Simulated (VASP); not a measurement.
# ZrB: convergence, energy along a vibration (SMASS = -2)

ZrB, atoms displaced along the mode, 2 atoms in the cell. R2SCAN, energy along a line of displacements; PAW potentials Zr_sv, B (PBE set). VASP 6.6.1.

Wanted: harmonic frequency within 1 %.

Mode: optical mode at Gamma along x; Step along the mode (Å): 0.02.

POSCAR:
```
ZrB
1.0
    0.0000000000      2.3250000000      2.3250000000
    2.3250000000      0.0000000000      2.3250000000
    2.3250000000      2.3250000000      0.0000000000
Zr B
1 1
Direct
    0.0018227110     -0.0018227110     -0.0018227110
    0.4846184099      0.5153815901      0.5153815901

    0.0021189015   0.0000000000   0.0000000000
   -0.0178810985   0.0000000000   0.0000000000
```

## k mesh

| k mesh | Harmonic frequency (THz) | Time (s) |
|---|---|---|
| 3 × 3 × 3 | 16.76 | 78 |
| 4 × 4 × 4 | 17.66 | 99 |
| 6 × 6 × 6 | 16.07 | 202 |
| 7 × 7 × 7 | 15.29 | 384 |
| 9 × 9 × 9 | 15.98 | 584 |
| 11 × 11 × 11 (reference) | 16.36 | 1074 |
| 14 × 14 × 14 | ran out of time | 2426 |

Chosen: 11 × 11 × 11; the next looser run is off by more than half of the tolerance, so convergence isn't shown beyond this value.

The chosen settings are those of the reference run.

## The input

INCAR:
```
SYSTEM = ZrB
METAGGA = R2SCAN ; LMIXTAU = .TRUE.
PREC = Accurate ; ENCUT = 420
EDIFF = 1E-7 ; ALGO = Normal
LREAL = .FALSE. ; LASPH = .TRUE.
ISMEAR = 1 ; SIGMA = 0.15
ISYM = 0 ; LWAVE = .FALSE.
LCHARG = .FALSE. ; IBRION = 0
SMASS = -2 ; POTIM = 1
NSW = 9 ; NELMIN = 4
KPAR = 2
```

KPOINTS:
```
Automatic mesh
0
Gamma
  11 11 11
  0 0 0
```

Commands:
```
cat potpaw_PBE.64/Zr_sv/POTCAR potpaw_PBE.64/B/POTCAR > POTCAR
mpirun -np 2 vasp_std > vasp.out
```

Limits: NELMIN = 4 forces that many electronic steps, so a loose EDIFF looks better here than it is.

The chosen input took VASP 6.6.1 1074 s on 2 cores (AMD EPYC 7R43 (Zen 3)), a shared host.

## An input that fails: electronic threshold far too loose

It runs to its end, but against the unchanged starting input it is off by 144 % in the harmonic frequency.

Changes against the starting input:
```
- EDIFF = 1e-07
- NELMIN = 4
+ EDIFF = 0.1
```
